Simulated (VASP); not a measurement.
The system is ZrO.

```
Zr O
1.0
     1.82664   -2.91885    0.00000
     1.82664    2.91885    0.00000
     0.00000    0.00000    2.61994
Zr O
1 1
Direct
  0.00000 0.00000 0.00000
  0.50000 0.50000 0.00000
```

The cell was built by a generator and needn't be a form met in nature.

- Program: VASP 6.6.1
- Task: relaxation of cell and atoms
- Functional: PBE
- Potentials or basis: VASP PAW PBE potentials, release 64 (Zr_sv, O)
- Cutoff: 600 eV
- k mesh: 9 × 9 × 10
- Occupations: gaussian, width 0.05 eV
- Spin: no spin polarisation

At the start: pressure 62.5 GPa; volume 13.97 Å³/atom.

Problem. How do energy, volume and symmetry change on relaxing?

Solution. Over 25 steps the energy falls by 1571.0 meV/atom and the volume is 15.11 Å³/atom (+8.2 %); space group P4/mmm (No. 123, to 0.05 Å).

Step by step:
| step | energy change (eV) | largest force (eV/Å) | pressure (GPa) | volume (Å³) |
| --- | --- | --- | --- | --- |
| 1 | 0.0000 | 0.0000 | 62.53 | 27.94 |
| 2 | 2.8064 | 0.0000 | -31.95 | 52.88 |
| 3 | -1.2548 | 0.0000 | -12.73 | 35.59 |
| 4 | -1.4409 | 0.0000 | -5.66 | 33.97 |
| 5 | -1.4866 | 0.0000 | 2.81 | 32.56 |
| 6 | -1.4887 | 0.0000 | 1.35 | 32.77 |
| 7 | -2.1761 | 0.0000 | -6.44 | 34.57 |
| 8 | -2.5635 | 0.0000 | -9.45 | 36.04 |
| 9 | -2.8132 | 0.0000 | 5.00 | 32.87 |
| 10 | -2.8962 | 0.0000 | -2.96 | 33.83 |
| 11 | -3.0719 | 0.0000 | -5.45 | 32.56 |
| 12 | -3.0857 | 0.0000 | -5.64 | 32.15 |
| 13 | -3.1310 | 0.0000 | 3.89 | 29.70 |
| 14 | -3.1335 | 0.0000 | 1.97 | 30.13 |
| 15 | -3.1379 | 0.0000 | -0.56 | 30.09 |
| 16 | -3.1417 | 0.0000 | 0.38 | 30.11 |
| 17 | -3.1417 | 0.0000 | 0.34 | 30.11 |
| 18 | -3.1419 | 0.0000 | -0.02 | 30.21 |
| 19 | -3.1419 | 0.0000 | -0.06 | 30.23 |
| 20 | -3.1419 | 0.0000 | -0.25 | 30.28 |
| 21 | -3.1419 | 0.0000 | -0.13 | 30.24 |
| 22 | -3.1419 | 0.0000 | -0.14 | 30.24 |
| 23 | -3.1419 | 0.0000 | -0.13 | 30.23 |
| 24 | -3.1419 | 0.0000 | 0.09 | 30.22 |
| 25 | -3.1419 | 0.0000 | -0.01 | 30.23 |

Final structure:
```
Zr O
1.0
     2.17738   -2.18304    0.00000
     2.17738    2.18304    0.00000
     0.00000    0.00000    3.17968
Zr O
1 1
Direct
  0.00000 0.00000 0.00000
  0.50000 0.50000 0.00000
```
